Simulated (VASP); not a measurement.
# InP (F-43m) in VASP: notebook

The runs below take InP through single point, with HSE06.

All numbers are computed with VASP 6.6.1; they aren't measurements. Logs are shortened: lines on timing, memory, paths and dates and some standing lists are left out, and cuts for length are marked.

## (1) Starting point

It takes space group F-43m (No. 216, cubic). The conventional cell has a = 5.861 Å, b = 5.861 Å, c = 5.861 Å, α = 90.00°, β = 90.00°, γ = 90.00°. In (site symmetry -43m) is surrounded by 4 P at 2.54 Å. P (site symmetry -43m) is surrounded by 4 In at 2.54 Å.

## (2) Single point, HSE06

The input, POSCAR:

```
InP
1.0
    0.0000000000      2.9305000000      2.9305000000
    2.9305000000      0.0000000000      2.9305000000
    2.9305000000      2.9305000000      0.0000000000
In P
1 1
Direct
    0.0000000000      0.0000000000      0.0000000000
    0.7500000000      0.7500000000      0.7500000000
```

The input, INCAR.step1:

```
SYSTEM = InP
ALGO = Normal ; EDIFF = 1E-5
ENCUT = 500 ; GGA = PE
ISIF = 2 ; ISMEAR = 0
LASPH = .TRUE. ; LCHARG = .FALSE.
LREAL = .FALSE. ; LWAVE = .TRUE.
NBANDS = 17 ; NELM = 100
NKRED = 1 ; PREC = Accurate
SIGMA = 0.01
```

The input, INCAR.step2:

```
SYSTEM = InP
ALGO = Normal ; EDIFF = 1E-6
ENCUT = 500 ; GGA = PE
HFSCREEN = 0.2 ; ISIF = 2
ISMEAR = 0 ; ISTART = 1
LASPH = .TRUE. ; LCHARG = .FALSE.
LHFCALC = .TRUE. ; LREAL = .FALSE.
LWAVE = .FALSE. ; NBANDS = 17
NELM = 100 ; NKRED = 1
PREC = Accurate ; PRECFOCK = Fast
SIGMA = 0.01
```

The input, KPOINTS:

```
k-points
0
G
  4 4 4
  0 0 0
```

Potentials or basis: VASP PAW PBE potentials, release 64 (In_d, P).

The run is started by

```console
$ cat potpaw_PBE.64/In_d/POTCAR potpaw_PBE.64/P/POTCAR > POTCAR
$ cp INCAR.step1 INCAR
$ mpirun -np 1 vasp_std > vasp.out
$ cp INCAR.step2 INCAR
$ mpirun -np 1 vasp_std > vasp.out
```

OUTCAR:

```text
SYSTEM = InP
   EDIFF = 1E-6
   ENCUT = 500
   GGA = PE
   HFSCREEN = 0.2
   ISIF = 2
   ISMEAR = 0
   ISTART = 1
   LASPH = .TRUE.
   LHFCALC = .TRUE.
   LREAL = .FALSE.
   NELM = 100
   NKRED = 1
   PREC = Accurate
   PRECFOCK = Fast

 Found      8 irreducible k-points:

 Following reciprocal coordinates:
            Coordinates               Weight
  0.000000  0.000000  0.000000      1.000000
  0.250000  0.000000  0.000000      8.000000
  0.500000  0.000000  0.000000      4.000000
  0.250000  0.250000  0.000000      6.000000
  0.500000  0.250000  0.000000     24.000000
 -0.250000  0.250000  0.000000     12.000000
   k-points           NKPTS =      8   k-points in BZ     NKDIM =     64   number of bands    NBANDS=     17
   number of dos      NEDOS =    301   number of ions     NIONS =      2
   total plane-waves  NPLWV =  27000
   dimension x,y,z NGX =    30 NGY =   30 NGZ =   30
   dimension x,y,z NGXF=    60 NGYF=   60 NGZF=   60
   ions per type =               1   1
   NGX,Y,Z   is equivalent  to a cutoff of  12.03, 12.03, 12.03 a.u.
   NGXF,Y,Z  is equivalent  to a cutoff of  24.07, 24.07, 24.07 a.u.
 SYSTEM =  InP
   PREC   = accura    normal or accurate (medium, high low for compatibility)
   ISTART =      1    job   : 0-new  1-cont  2-samecut
   ICHARG =      0    charge: 1-file 2-atom 10-const
   ISPIN  =      1    spin polarized calculation?
   LNONCOLLINEAR =      F non collinear calculations
   LSORBIT =      F    spin-orbit coupling
   LASPH  =      T    aspherical Exc in radial PAW
   ENCUT  =  500.0 eV  36.75 Ry    6.06 a.u.   7.56  7.56  7.56*2*pi/ulx,y,z
   NELM   =    100;   NELMIN=  2; NELMDL=  0     # of ELM steps
   EDIFF  = 0.1E-05   stopping-criterion for ELM
   LREAL  =      F    real-space projection
   EDIFFG = 0.1E-04   stopping-criterion for IOM
   NSW    =      0    number of steps for IOM
   IBRION =     -1    ionic relax: 0-MD 1-quasi-New 2-CG
   NFREE  =      0    steps in history (QN), initial steepest desc. (CG)
   ISIF   =      2    stress and relaxation
   ISYM   =      3    0-nonsym 1-usesym 2-fastsym
   POTIM  = 0.5000    time-step for ionic-motion
   TEBEG  =    0.0;   TEEND  =   0.0 temperature during run
   PSTRESS=    0.0 pullay stress
   NELECT =      18.0000    total number of electrons
   NUPDOWN=      -1.0000    fix difference up-down
   EMIN   =  10.00;   EMAX   =-10.00  energy-range for DOS
   EFERMI =   0.00;   METHOD = LEGACY
   ISMEAR =     0;   SIGMA  =   0.01  broadening in eV -4-tet -1-fermi 0-gaus
   EFERMI_NEDOS =   21; number of points for ismear=-14 and -15
   IALGO  =     38    algorithm
   IMIX   =      1    mixing-type and parameters
     AMIX     =   0.40;   BMIX     =  1.00
     AMIX_MAG =   1.60;   BMIX_MAG =  1.00
  volume/ion in A,a.u.               =      25.17       169.83
  Fermi-wavevector in a.u.,A,eV,Ry     =   1.162021  2.195901 18.371846  1.350293
  Thomas-Fermi vector in A             =   2.298587
   LORBIT       =      0    0 simple, 1 ext, 2 COOP (PROOUT), +10 PAW based schemes
   GGA     = PE    functional components
   LHFCALC =     T    Hartree Fock is set to
   PRECFOCK=fast      Normal, Fast or Accurate (Low or Medium for compatibility)
   ENCUT4O =  -1.0   cutoff for four orbital integrals eV
   NKREDX  =     1    reduce k-point grid by
   NKREDY  =     1    reduce k-point grid by
   NKREDZ  =     1    reduce k-point grid by
   AEXX    =    0.2500 exact exchange contribution
   HFSCREEN=    0.2000 screening length (either q_TF or 0.3 A-1)
   HFSCREENC=   0.2000 screening length for correlation (either q_TF or 0.3 A-1)
   ENCUTFOCK=  -1.0 apply spherical cutoff to Coloumb kernel
   IVDW    =     0    specifies the selected vdW correction
   LEPSILON=     F    determine dielectric tensor
   LRPA    =     F    only Hartree local field effects (RPA)
 non-spin polarized calculation
 Gauss-broadening in eV      SIGMA  =   0.01
  energy-cutoff  :      500.00
  volume of cell :       50.33
 maximum number of plane-waves:      1298
  NGX = 18; NGY = 18; NGZ = 18

 number of electron      18.0000009 magnetization

 Free energy of the ion-electron system (eV)
  ---------------------------------------------------
  ext. energy  EPLUGINS =         0.00000000
  ---------------------------------------------------
  free energy    TOTEN  =        -9.92536069 eV

  energy without entropy =       -9.92536069  energy(sigma->0) =       -9.92536069

 E-fermi :   4.9131     XC(G=0):  -7.7034

 val. band max:        4.7736594139   @ k =   0.0000   0.0000   0.0000
 cond. band min:       6.3265802289   @ k =   0.0000   0.0000   0.0000
 fundamental gap:      1.5529208150
 Fermi energy:         4.9130739453

 k-point     1 :       0.0000    0.0000    0.0000
  band No.  band energies     occupation
      1     -11.1324      2.00000
      2     -11.1324      2.00000
      3     -11.1324      2.00000
      4     -10.9714      2.00000
      5     -10.9714      2.00000
      6      -7.9573      2.00000
[... 9 lines left out ...]
     16      15.2970      0.00000
     17      16.9756      0.00000

 k-point     2 :       0.2500    0.0000    0.0000
  band No.  band energies     occupation
      1     -11.1910      2.00000
      2     -11.1087      2.00000
      3     -11.1087      2.00000
      4     -10.9691      2.00000
      5     -10.9691      2.00000
      6      -7.2212      2.00000
[... 9 lines left out ...]
     16      14.8634      0.00000
     17      18.3317      0.00000

 k-point     3 :       0.5000    0.0000    0.0000
  band No.  band energies     occupation
      1     -11.2453      2.00000
      2     -11.0922      2.00000
      3     -11.0922      2.00000
      4     -10.9590      2.00000
      5     -10.9590      2.00000
      6      -6.0811      2.00000
[... 9 lines left out ...]
     16      16.6363      0.00000
     17      18.4823      0.00000

 k-point     4 :       0.2500    0.2500    0.0000
  band No.  band energies     occupation
      1     -11.2314      2.00000
      2     -11.0806      2.00000
      3     -11.0806      2.00000
      4     -10.9944      2.00000
      5     -10.9546      2.00000
      6      -6.9772      2.00000
[... 9 lines left out ...]
     16      18.0754      0.00000
     17      19.1040      0.00000

 k-point     5 :       0.5000    0.2500    0.0000
  band No.  band energies     occupation
      1     -11.2701      2.00000
      2     -11.0685      2.00000
      3     -11.0568      2.00000
      4     -10.9916      2.00000
      5     -10.9513      2.00000
      6      -5.7965      2.00000
[... 9 lines left out ...]
     16      18.0408      0.00000
     17      18.2113      0.00000

 k-point     6 :      -0.2500    0.2500    0.0000
  band No.  band energies     occupation
      1     -11.2412      2.00000
      2     -11.0845      2.00000
      3     -11.0784      2.00000
      4     -10.9729      2.00000
      5     -10.9669      2.00000
      6      -6.2207      2.00000
[... 9 lines left out ...]
     16      17.8946      0.00000
     17      18.1525      0.00000

 [... further k-points ...]

------------------------ aborting loop because EDIFF is reached ----------------------------------------

  FORCE on cell =-STRESS in cart. coord.  units (eV):
  Direction    XX          YY          ZZ          XY          YZ          ZX
  --------------------------------------------------------------------------------------
  -------------------------------------------------------------------------------------
  Total        0.4811362      0.4811362      0.4811362      0.0000000      0.0000000      0.0000000
  in kB       15.3152274     15.3152274     15.3152274      0.0000000      0.0000000      0.0000000
  external PRESSURE =      15.3152274 kB  Pullay stress =       0.0000000 kB

 VOLUME and BASIS-vectors are now :
 -----------------------------------------------------------------------------
  energy-cutoff  :      500.00
  volume of cell :       50.33
      direct lattice vectors                 reciprocal lattice vectors
     0.000000000  2.930500000  2.930500000    -0.170619348  0.170619348  0.170619348
     2.930500000  0.000000000  2.930500000     0.170619348 -0.170619348  0.170619348
     2.930500000  2.930500000  0.000000000     0.170619348  0.170619348 -0.170619348

 POSITION                                       TOTAL-FORCE (eV/Angst)
 -----------------------------------------------------------------------------------
      0.00000      0.00000      0.00000        -0.000000     -0.000000     -0.000000
      4.39575      4.39575      4.39575         0.000000      0.000000      0.000000
 -----------------------------------------------------------------------------------
    total drift:                               -0.000089     -0.000088     -0.000048

  FREE ENERGIE OF THE ION-ELECTRON SYSTEM (eV)
  ---------------------------------------------------
  free  energy   TOTEN  =        -9.9253606939 eV

  energy  without entropy=       -9.9253606939  energy(sigma->0) =       -9.92536069
```

Wall time 1.9 min (1 thread of Intel Xeon 6975P-C (Granite Rapids), shared host); peak memory 0.27 GiB.

These settings aren't checked as converged: the numbers below hold their error.

Results:

```
Free energy            : -9.9254 eV
Pressure               : 1.5 GPa
Band gap on the k mesh : 1.55 eV, direct
```

Caveat: the k mesh is coarse (spacing up to 0.46 Å⁻¹), so the values aren't converged, least of all with exact exchange; the PAW data sets were made with another functional, which shifts forces and pressure a little; spin-orbit coupling is left out, which moves the levels of the heavy elements.

## (3) Single point, HSE06

POSCAR is that of step 2.

INCAR.step1, as its differences from that of step 2:

```diff
@@ -2,3 +2,3 @@
 ALGO = Normal ; EDIFF = 1E-5
-ENCUT = 500 ; GGA = PE
+ENCUT = 400 ; GGA = PE
 ISIF = 2 ; ISMEAR = 0
```

INCAR.step2, as its differences from that of step 2:

```diff
@@ -2,3 +2,3 @@
 ALGO = Normal ; EDIFF = 1E-6
-ENCUT = 500 ; GGA = PE
+ENCUT = 400 ; GGA = PE
 HFSCREEN = 0.2 ; ISIF = 2
```

The input, KPOINTS:

```
k-points
0
G
  5 5 5
  0 0 0
```

Potentials or basis: VASP PAW PBE potentials, release 64 (In_d, P).

The run is started by

```console
$ cat potpaw_PBE.64/In_d/POTCAR potpaw_PBE.64/P/POTCAR > POTCAR
$ cp INCAR.step1 INCAR
$ mpirun -np 1 vasp_std > vasp.out
$ cp INCAR.step2 INCAR
$ mpirun -np 1 vasp_std > vasp.out
```

It took 2 min on 1 thread of Intel Xeon 6975P-C (Granite Rapids), shared host; peak memory 0.26 GiB.

The run converged, but some of its settings lie outside the range that counts as converged, so its numbers aren't taken as properties of the crystal.

Results:

```yaml
Free_energy: -9.9915 eV
Pressure: 1.4 GPa
Band_gap_on_the_k_mesh: 1.53 eV, direct
```

Caveat: the PAW data sets were made with another functional, which shifts forces and pressure a little; spin-orbit coupling is left out, which moves the levels of the heavy elements.

## (4) Single point, HSE06

POSCAR is that of step 3.

The input, INCAR.step1:

```
SYSTEM = InP
ALGO = Normal ; EDIFF = 1E-5
ENCUT = 350 ; GGA = PE
ISIF = 2 ; ISMEAR = 0
LASPH = .TRUE. ; LCHARG = .FALSE.
LREAL = .FALSE. ; LWAVE = .TRUE.
NBANDS = 17 ; NELM = 100
NKRED = 3 ; PREC = Accurate
SIGMA = 0.01
```

The input, INCAR.step2:

```
SYSTEM = InP
ALGO = Normal ; EDIFF = 1E-6
ENCUT = 350 ; GGA = PE
HFSCREEN = 0.2 ; ISIF = 2
ISMEAR = 0 ; ISTART = 1
LASPH = .TRUE. ; LCHARG = .FALSE.
LHFCALC = .TRUE. ; LREAL = .FALSE.
LWAVE = .FALSE. ; NBANDS = 17
NELM = 100 ; NKRED = 3
PREC = Accurate ; PRECFOCK = Fast
SIGMA = 0.01
```

The input, KPOINTS:

```
k-points
0
G
  6 6 6
  0 0 0
```

The run is started by

```console
$ cat potpaw_PBE.64/In_d/POTCAR potpaw_PBE.64/P/POTCAR > POTCAR
$ cp INCAR.step1 INCAR
$ mpirun -np 1 vasp_std > vasp.out
$ cp INCAR.step2 INCAR
$ mpirun -np 1 vasp_std > vasp.out
```

It took 27 s on 1 thread of Intel Xeon 6975P-C (Granite Rapids), shared host; peak memory 0.27 GiB.

These settings aren't checked as converged: the numbers below hold their error.

What came out:

| Quantity | Value |
| --- | --- |
| Free energy | -10.2334 eV |
| Pressure | 0.4 GPa |
| Band gap on the k mesh | 2.01 eV, direct |

Caveat: the PAW data sets were made with another functional, which shifts forces and pressure a little; spin-orbit coupling is left out, which moves the levels of the heavy elements.

## (5) For comparison

An earlier run on the cell as given: functional PBEsol; potentials or basis VASP PAW PBE potentials, release 64 (In_d, P); cutoff 520 eV; k mesh 8 × 8 × 8; occupations fermi-dirac, width 0.05 eV; no spin polarisation.

* Pressure: 0.6 GPa
* Band gap on the k mesh: 0.61 eV, direct
